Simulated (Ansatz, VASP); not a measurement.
KBr: VASP beside Ansatz

Contents of INCAR:

```
SYSTEM = KBr
  PREC = Accurate
  ENCUT = 600
  EDIFF = 1E-6
  ISMEAR = -1
  SIGMA = 0.02
  LREAL = .FALSE.
  LASPH = .TRUE.
  NELM = 100
  ALGO = Fast
  ISIF = 3
  LWAVE = .FALSE.
  LCHARG = .FALSE.
  GGA = PS
  IBRION = 2
  NSW = 100
  EDIFFG = -0.005
```

File KPOINTS:

```
regular mesh
0
G
  7 7 7
  0 0 0
```

File POSCAR:

```
KBr
1.0
    0.0000000000      3.3434260326      3.3434260326
    3.3434260326      0.0000000000      3.3434260326
    3.3434260326      3.3434260326      0.0000000000
K Br
1 1
Direct
    0.0000000000      0.0000000000      0.0000000000
    0.5000000000      0.5000000000      0.5000000000
```

Input for Ansatz:

```yaml
crystal:
  lattice:
    - [0.0, 3.3434260326, 3.3434260326]
    - [3.3434260326, 0.0, 3.3434260326]
    - [3.3434260326, 3.3434260326, 0.0]
  atoms:
    - { symbol: K, position: [0.0, 0.0, 0.0] }
    - { symbol: Br, position: [0.5, 0.5, 0.5] }
kpoints:
  mp_grid: { grid: [7, 7, 7] }
scf:
  occupations: { method: fermi_dirac, width: 0.02 }
hamiltonian:
  xc: pbesol
  pseudopotentials: { kind: paw }
output:
  forces: true
  stress: true
  efg: { contact_densities: true }
relax:
  f_tol: 0.005
  max_steps: 80
  cell: {}
```

Alike in both runs: task relaxation of cell and atoms; functional PBEsol; k mesh 7 × 7 × 7; occupations fermi-dirac, width 0.02 eV; no spin polarisation.

|  | VASP | Ansatz |
| --- | --- | --- |
| version | VASP 6.6.1 | Ansatz 0.2.0 |
| potentials or method | VASP PAW PBE potentials, release 64 (K_sv, Br) | PAW with Ansatz's default frozen-core files, scalar-relativistic |
| plane-wave cutoff (eV) | 600 | 420 |
| valence electrons in the cell | 16 | 16 |

```tsv
	VASP	Ansatz	Ansatz less VASP
relaxed volume (Å³/atom)	35.26	35.14	-0.118
relaxed cell length with the largest relative difference (Å)	4.637	4.632	-0.0052
energy change over the relaxation (meV/atom)	-5	-6	-0.7
```

Caveats: the PAW data sets were made with another functional, which shifts forces and pressure a little (VASP).
